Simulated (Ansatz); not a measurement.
Born–Oppenheimer molecular dynamics of a periodic cell of 17 atoms, Cd9O8 (surface CdO(111), adsorbate Cd). It starts from a relaxed structure.

Computed with DFT LDA, scalar-relativistic, plane waves, PAW in Ansatz. Settings: accuracy low, cutoff 420 eV, k mesh 2x2x1, fermi-dirac smearing 0.05 eV, no spin polarisation.

| Quantity | Value |
| --- | --- |
| ensemble | NVE (velocity Verlet) |
| time step | 1.5 fs |
| steps asked | 210 |
| starting velocities drawn for | 2400 K |
| atoms held | 1, 3, 5, 7 |
| seed | 826634 |

First frame:

```xyz
17
Lattice="6.6892 0.0000 0.0000 3.3446 5.7930 0.0000 0.0000 0.0000 15.0963" Properties=species:S:1:pos:R:3
Cd 0.000 0.000 1.000
O 5.016 4.828 1.804
Cd 1.672 2.897 1.000
O 3.344 1.930 2.363
Cd 3.345 0.000 1.000
O 8.362 4.828 1.802
Cd 5.017 2.897 1.000
O 6.689 1.930 1.802
Cd 6.687 3.856 5.060
O 1.791 2.822 4.941
Cd 4.985 0.980 3.657
O -0.003 -0.001 4.231
Cd 3.343 3.827 3.660
O 4.893 2.824 4.944
Cd 1.700 0.978 3.655
O 6.688 5.927 4.941
Cd 3.341 1.925 6.057
```

Question: What does the run give?

Answer: All steps were run.

```
steps done                                               : 210
time covered                                             : 315 fs
mean temperature over the second half                    : 1073 K
spread of the potential energy over the second half      : 17.9 meV per atom
mean potential energy of the second half above the start : 131.3 meV per atom
```

The conserved energy stayed within 0.33 meV per atom of its start (net change 0.2 meV per atom), so the integration is sound. The temperature averaged 0.45 of the 2400 K drawn at the start: a run that starts near a minimum puts about half its kinetic energy into the potential. A run of 0.32 ps of so small a system gives no equilibrium averages. Limits of this set-up: coarse k mesh, thin slab, slab without dipole correction, low accuracy level.

Question: What happens to the structure?

Answer: Mean squared displacements from the first frame to the last: Cd 0.25 Å², O 0.28 Å². Another seed would give other details.

Question: How do temperature and energy run in time?

Answer: 
```json
{"time (fs)": "0.0", "T (K)": "2400", "potential energy less start (eV)": "0.000", "conserved less start (meV/atom)": "0.00"}
{"time (fs)": "15.0", "T (K)": "1424", "potential energy less start (eV)": "1.645", "conserved less start (meV/atom)": "0.32"}
{"time (fs)": "30.0", "T (K)": "1032", "potential energy less start (eV)": "2.303", "conserved less start (meV/atom)": "0.26"}
{"time (fs)": "45.0", "T (K)": "1290", "potential energy less start (eV)": "1.869", "conserved less start (meV/atom)": "0.22"}
{"time (fs)": "60.0", "T (K)": "1398", "potential energy less start (eV)": "1.687", "conserved less start (meV/atom)": "0.20"}
{"time (fs)": "75.0", "T (K)": "1123", "potential energy less start (eV)": "2.151", "conserved less start (meV/atom)": "0.25"}
{"time (fs)": "90.0", "T (K)": "1096", "potential energy less start (eV)": "2.193", "conserved less start (meV/atom)": "0.18"}
{"time (fs)": "105.0", "T (K)": "1028", "potential energy less start (eV)": "2.310", "conserved less start (meV/atom)": "0.24"}
{"time (fs)": "120.0", "T (K)": "794", "potential energy less start (eV)": "2.703", "conserved less start (meV/atom)": "0.22"}
{"time (fs)": "135.0", "T (K)": "767", "potential energy less start (eV)": "2.747", "conserved less start (meV/atom)": "0.23"}
{"time (fs)": "150.0", "T (K)": "1074", "potential energy less start (eV)": "2.232", "conserved less start (meV/atom)": "0.20"}
{"time (fs)": "165.0", "T (K)": "1018", "potential energy less start (eV)": "2.326", "conserved less start (meV/atom)": "0.26"}
{"time (fs)": "180.0", "T (K)": "1107", "potential energy less start (eV)": "2.175", "conserved less start (meV/atom)": "0.16"}
{"time (fs)": "195.0", "T (K)": "625", "potential energy less start (eV)": "2.988", "conserved less start (meV/atom)": "0.29"}
{"time (fs)": "210.0", "T (K)": "906", "potential energy less start (eV)": "2.514", "conserved less start (meV/atom)": "0.23"}
{"time (fs)": "225.0", "T (K)": "1212", "potential energy less start (eV)": "1.998", "conserved less start (meV/atom)": "0.16"}
{"time (fs)": "240.0", "T (K)": "1091", "potential energy less start (eV)": "2.204", "conserved less start (meV/atom)": "0.26"}
{"time (fs)": "255.0", "T (K)": "1234", "potential energy less start (eV)": "1.962", "conserved less start (meV/atom)": "0.17"}
{"time (fs)": "270.0", "T (K)": "1030", "potential energy less start (eV)": "2.307", "conserved less start (meV/atom)": "0.22"}
{"time (fs)": "285.0", "T (K)": "1245", "potential energy less start (eV)": "1.943", "conserved less start (meV/atom)": "0.16"}
{"time (fs)": "300.0", "T (K)": "1129", "potential energy less start (eV)": "2.140", "conserved less start (meV/atom)": "0.29"}
{"time (fs)": "315.0", "T (K)": "1256", "potential energy less start (eV)": "1.925", "conserved less start (meV/atom)": "0.20"}
```

The run took 16 min on 2 threads of Arm Neoverse V2 (shared host), peak memory 1.2 GiB.
